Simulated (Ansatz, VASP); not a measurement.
## C (V_C): VASP beside Ansatz

Aim: how closely do two programs agree when they are given the same cell, functional and k mesh? The cell is taken from a series of runs on this material, whose earlier steps may have relaxed, scaled, displaced or heated it; both programs get it as it stands.

Method: plane waves, with VASP 6.6.1 beside it; single point at PBE0 form with 17 % exact exchange with an exact-exchange share of 0.17, in Ansatz 0.2.0.

In doubt: the hybrid run may have settled on a false gap or state (step 3), so the values of those runs are not to be relied on; a hybrid run on one k-point (step 3), which bears on gaps, levels and energies.

## 1. Starting point

The cell holds 53 atoms: 53 C. Its edges and angles: a = 7.576 Å, b = 7.576 Å, c = 7.576 Å, α = 60.0°, β = 60.0°, γ = 60.0°. It derives from C (C (Fd-3m)). Nearest the centre at fractional (0.417, 0.417, 0.417): C27 at 1.70 Å, C32 at 1.70 Å, C28 at 1.71 Å, C44 at 1.71 Å, C10 at 2.48 Å, C31 at 2.48 Å, C24 at 2.48 Å, C45 at 2.48 Å.

Structure file:

```cif
data_structure
_symmetry_space_group_name_H-M 'P 1'
_symmetry_Int_Tables_number 1
_cell_length_a 7.5764
_cell_length_b 7.5764
_cell_length_c 7.5764
_cell_angle_alpha 60.000
_cell_angle_beta 60.000
_cell_angle_gamma 60.000
_cell_volume 307.52
loop_
_atom_site_label
_atom_site_type_symbol
_atom_site_fract_x
_atom_site_fract_y
_atom_site_fract_z
_atom_site_occupancy
C1 C 0.00068 0.99951 0.99976 1
C2 C 0.08329 0.08318 0.08344 1
C3 C 0.99987 0.99944 0.33387 1
C4 C 0.08360 0.08286 0.41715 1
C5 C 0.99992 0.00027 0.66710 1
C6 C 0.08399 0.08358 0.74974 1
C7 C 0.99987 0.33361 0.99969 1
C8 C 0.08360 0.41689 0.08311 1
C9 C 0.00199 0.33147 0.33172 1
C10 C 0.08898 0.41708 0.41732 1
C11 C 0.00200 0.33279 0.66626 1
C12 C 0.08451 0.41669 0.75021 1
C13 C 0.99992 0.66685 0.00052 1
C14 C 0.08400 0.74949 0.08383 1
C15 C 0.00200 0.66602 0.33303 1
C16 C 0.08451 0.74996 0.41693 1
C17 C 0.99991 0.66717 0.66741 1
C18 C 0.08322 0.75027 0.75051 1
C19 C 0.33190 0.00157 0.00185 1
C20 C 0.41731 0.08318 0.08344 1
C21 C 0.33404 0.99944 0.33387 1
C22 C 0.41710 0.08409 0.41565 1
C23 C 0.33321 0.00158 0.66600 1
C24 C 0.41749 0.08856 0.74368 1
C25 C 0.33404 0.33361 0.99969 1
C26 C 0.41710 0.41540 0.08434 1
C27 C 0.32761 0.32334 0.32358 1
C28 C 0.32376 0.32722 0.69247 1
C29 C 0.41582 0.41669 0.75021 1
C30 C 0.33321 0.66574 0.00183 1
C31 C 0.41749 0.74343 0.08880 1
C32 C 0.32376 0.69222 0.32747 1
C33 C 0.41582 0.74996 0.41693 1
C34 C 0.33272 0.66717 0.66742 1
C35 C 0.41687 0.75026 0.75052 1
C36 C 0.66727 0.99951 0.99976 1
C37 C 0.75068 0.08281 0.08305 1
C38 C 0.66758 0.99950 0.33255 1
C39 C 0.75038 0.08409 0.41565 1
C40 C 0.66643 0.00159 0.66599 1
C41 C 0.74990 0.08358 0.74974 1
C42 C 0.66758 0.33230 0.99975 1
C43 C 0.75038 0.41540 0.08434 1
C44 C 0.69269 0.32333 0.32358 1
C45 C 0.74385 0.41707 0.41732 1
C46 C 0.66616 0.33279 0.66626 1
C47 C 0.75068 0.41646 0.74940 1
C48 C 0.66643 0.66574 0.00184 1
C49 C 0.74990 0.74949 0.08383 1
C50 C 0.66616 0.66602 0.33304 1
C51 C 0.75068 0.74915 0.41670 1
C52 C 0.66695 0.66653 0.66678 1
C53 C 0.74956 0.75027 0.75051 1
```

## 2. VASP: single point, PBE0 form with 17 % exact exchange with an exact-exchange share of 0.17

A single point gives forces, pressure and levels at one fixed geometry, so differences don't come from the geometry; what else differs is listed under the comparison.

Lines of VASP's logs that name or quote its potential files are left out, and so is its time.

The run reads the wave functions of an earlier VASP run, which isn't shown here.

INCAR

```
SYSTEM = C
PREC = Accurate
ENCUT = 520
EDIFF = 1E-06
NELM = 100
ISMEAR = 0
SIGMA = 0.01
LREAL = Auto
ALGO = Normal
LHFCALC = .TRUE.
AEXX = 0.17
GGA = PE
LASPH = .TRUE.
NBANDS = 143
PRECFOCK = Fast
LORBIT = 11
LWAVE = .FALSE.
LCHARG = .FALSE.
ISIF = 2
```

POSCAR

```
C
1.0
    0.0000000000      5.3573435392      5.3573435392
    5.3573435392      0.0000000000      5.3573435392
    5.3573435392      5.3573435392      0.0000000000
C
53
Direct
    0.0006817918      0.9995052786      0.9997611625
    0.0832864083      0.0831772855      0.0834389156
    0.9998654771      0.9994366935      0.3338703716
    0.0836010371      0.0828616416      0.4171463467
    0.9999203390      0.0002691201      0.6671035579
    0.0839928962      0.0835760846      0.7497428032
    0.9998697419      0.3336134391      0.9996919471
    0.0836026773      0.4168948748      0.0831143140
    0.0019949062      0.3314723722      0.3317238093
    0.0889789439      0.4170758027      0.4173153937
    0.0019984044      0.3327897357      0.6662601424
    0.0845056844      0.4166855876      0.7502053887
    0.9999238739      0.6668545322      0.0005168005
    0.0839975159      0.7494891426      0.0838281732
    0.0020018948      0.6660168623      0.3330343281
    0.0845069462      0.7499635003      0.4169265447
    0.9999102360      0.6671723255      0.6674133595
    0.0832206490      0.7502656806      0.7505139667
    0.3318958887      0.0015693867      0.0018543226
    0.4173121167      0.0831809279      0.0834364637
    0.3340364584      0.9994406931      0.3338696497
    0.4171008688      0.0840929018      0.4156485350
    0.3332101804      0.0015833588      0.6659961422
    0.4174917847      0.0885601801      0.7436768054
    0.3340374955      0.3336140325      0.9996936993
    0.4171000737      0.4154027297      0.0843363488
    0.3276129116      0.3233396844      0.3235762058
    0.3237631539      0.3272233411      0.6924722309
    0.4158217032      0.4166850585      0.7502066138
    0.3332088246      0.6657438899      0.0018347074
    0.4174875625      0.7434334223      0.0888036650
    0.3237565590      0.6922241270      0.3274741834
    0.4158160801      0.7499622796      0.4169308281
    0.3327189019      0.6671683577      0.6674179257
    0.4168720978      0.7502634872      0.7505178371
    0.6672655645      0.9995103105      0.9997607993
    0.7506780168      0.0828056580      0.0830547689
    0.6675844964      0.9995002584      0.3325499876
    0.7503837875      0.0840899448      0.4156478771
    0.6664312103      0.0015877592      0.6659926185
    0.7499003624      0.0835790518      0.7497425767
    0.6675787845      0.3323006485      0.9997527911
    0.7503797876      0.4153985449      0.0843406414
    0.6926857911      0.3233314644      0.3235816337
    0.7438516768      0.4170712359      0.4173207756
    0.6661621440      0.3327906510      0.6662638542
    0.7506759112      0.4164564343      0.7494028467
    0.6664262611      0.6657423670      0.0018376210
    0.7499011955      0.7494920458      0.0838292762
    0.6661612597      0.6660170577      0.3330390743
    0.7506802176      0.7491530413      0.4167037269
    0.6669475517      0.6665343664      0.6667842766
    0.7495628275      0.7502661784      0.7505139080
```

KPOINTS

```
Automatic mesh
0
Gamma
1 1 1
0 0 0
```

Potentials, in the order of the species: C (PBE family, release 64).

Started as:

```bash
> export OMP_NUM_THREADS=3
> mpirun -np 1 vasp_gam
```

Numbers of over 12 decimals in the logs are rounded to 6 here.

What it wrote:

```text
[banner, memory and clock lines left out]
running    1 mpi-ranks, on    1 nodes
[...]
Offloading initialized ...    1 GPUs detected
[...]
LDA part: xc-table for (Slater+PW92), standard interpolation
 found WAVECAR, reading the header
 POSCAR, INCAR and KPOINTS ok, starting setup
[...]
reading WAVECAR
 the WAVECAR file was read successfully
 initial charge from wavefunction
 entering main loop
       N       E                     dE             d eps       ncg     rms          rms(c)
DAV:   1    -0.534588035181E+03   -0.53459E+03   -0.32858E+00   316   0.520E+00    0.260E+00
DAV:   2    -0.534593548221E+03   -0.55130E-02   -0.53320E-02   332   0.614E-01    0.156E+00
DAV:   3    -0.534586776316E+03    0.67719E-02   -0.65375E-03   324   0.217E-01    0.854E-01
DAV:   4    -0.534584834156E+03    0.19422E-02   -0.16290E-03   340   0.114E-01    0.463E-01
[...]
DAV:   8    -0.534584100253E+03    0.85957E-05   -0.13654E-05   340   0.103E-02    0.410E-02
DAV:   9    -0.534584097117E+03    0.31359E-05   -0.86427E-06   308   0.887E-03    0.229E-02
DAV:  10    -0.534584097792E+03   -0.67487E-06   -0.38334E-06   212   0.432E-03
   1 F= -.53458410E+03 E0= -.53458410E+03  d E =-.525041E-16
```

Parts of OUTCAR (step 2):

```text
  Total       10.2485679     -7.4288618     -7.4286937     -0.0036495      0.0100417     -0.0039332
  in kB       53.3943469    -38.7038685    -38.7029927     -0.0190137      0.0523166     -0.0204919
  external PRESSURE =      -8.0041714 kB  Pullay stress =       0.0000000 kB

 POSITION                                       TOTAL-FORCE (eV/Angst)
 -----------------------------------------------------------------------------------
     10.71076      5.35972      5.35835         0.007439      0.007453      0.007016
      0.89262      0.89320      0.89180         0.018402     -0.001104      0.002776
      7.14298      7.14528     10.71095         0.005008      0.006361     -0.007679
      2.67871      2.68268      0.89180        -0.009919      0.005083     -0.000978
      3.57534      8.93082      5.35836        -0.016375     -0.009184      0.010541
      4.46438      4.46661      0.89772        -0.005769     -0.003351      0.000830
      7.14297     10.71234      7.14393         0.005707     -0.012048      0.009053
      2.67872      0.89316      2.68134        -0.010610     -0.000533      0.003909
      3.55297      1.78785      1.78650        -0.061136      0.001185      0.000349
      4.47012      2.71239      2.71111         0.045338      0.005348      0.003722
      5.35225      3.58009      1.79358         0.003317      0.008417      0.015618
      6.25144      4.47183      2.68505         0.037982     -0.012056     -0.043138
      3.57534      5.35970      8.92950        -0.016670      0.011491     -0.010432
      4.46437      0.89910      4.46527        -0.005436     -0.003267     -0.003961
[...]
-----------------------------------------------------------------------------------
    total drift:                                0.030850     -0.051154     -0.046914

  FREE ENERGIE OF THE ION-ELECTRON SYSTEM (eV)
  ---------------------------------------------------
  free  energy   TOTEN  =      -534.5840977922 eV

  energy  without entropy=     -534.5840977922  energy(sigma->0) =     -534.58409779

[... 3 further parts left out ...]
[key lines of the parts left out:]
E-fermi :  11.0168
```

The run ends at a pressure of -0.80 GPa, with forces up to 0.068 eV/Å.

[end of part 1 of 2]

[Lines on the potential files, build, host, timing and source positions are cut from VASP's logs without a mark.]

[Logs are printed without paths, hosts, clocks, repeated set-up lines and the standing remarks that a program may print on its own settings, such as how far it seeks lower states.]

[Hosts, paths, dates, database ids (printed as entryN), source tags and the programs' standing remarks are cut or masked in the printed files.]
